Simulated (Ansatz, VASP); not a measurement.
Given: the input of a run of Ansatz 0.2.0 on Ag.

Contents of input.yaml:

```yaml
crystal:
  lattice:
    - [0.0, 2.082814093, 2.082814093]
    - [2.082814093, 0.0, 2.082814093]
    - [2.082814093, 2.082814093, 0.0]
  atoms:
    - { symbol: Ag, position: [0.0, 0.0, 0.0] }
kpoints:
  mp_grid: { grid: [11, 11, 11] }
scf:
  occupations: { method: fermi_dirac, width: 0.05 }
hamiltonian:
  xc: lda
  pseudopotentials: { kind: all_electron, lapw: { basis_error: 0.001 } }
output:
  forces: true
  stress: true
  eigenvalues: true
```

Potentials or basis: all-electron LAPW, scalar-relativistic.

Run with:

```bash
$ ansatz run input.yaml --threads 1 --pin off --max-ram 3072MiB --backend cpu --events-out ev --progress --plain --runs-dir out
```

**Question.** Translate it to VASP 6.6.1. Potentials there: VASP PAW LDA potentials, release 64 (Ag).

**Answer.** As run (the cutoff follows the program's own potentials):

The input INCAR:

```
ALGO     = Normal         # electronic algorithm
EDIFF    = 1E-6           # SCF threshold, eV
ENCUT    = 520            # plane-wave cutoff, eV
ISIF     = 2              # what is computed and relaxed
ISMEAR   = -1             # smearing method
LASPH    = True           # aspherical terms in the spheres
LCHARG   = False          # write CHGCAR
LREAL    = False          # projectors in reciprocal space
LWAVE    = False          # write WAVECAR
NBANDS   = 12             # bands
NELM     = 60             # most SCF steps
PREC     = Accurate       # precision mode
SIGMA    = 0.05           # smearing width, eV
```

File KPOINTS:

```
k-points
0
Gamma
  11 11 11
```

Contents of POSCAR:

```
Ag
1.0
    0.0000000000      2.0828140930      2.0828140930
    2.0828140930      0.0000000000      2.0828140930
    2.0828140930      2.0828140930      0.0000000000
Ag
1
Direct
    0.0000000000      0.0000000000      0.0000000000
```

Potentials or basis: VASP PAW LDA potentials, release 64 (Ag).

Run with:

```bash
$ cat potpaw_LDA.64/Ag/POTCAR > POTCAR
$ mpirun -np 1 vasp_std > vasp.out
```

Both were run:

|  | VASP | Ansatz | Ansatz less VASP |
| --- | --- | --- | --- |
| gap on the k mesh at the Fermi level (eV) | none | none | - |
| pressure (GPa) | -11.9 | -12.1 | -0.17 |

A gap of «none» marks a metal or a gap that the smearing closes. Ansatz ran all-electron here, so the differences hold the error of VASP's frozen core and of both bases.
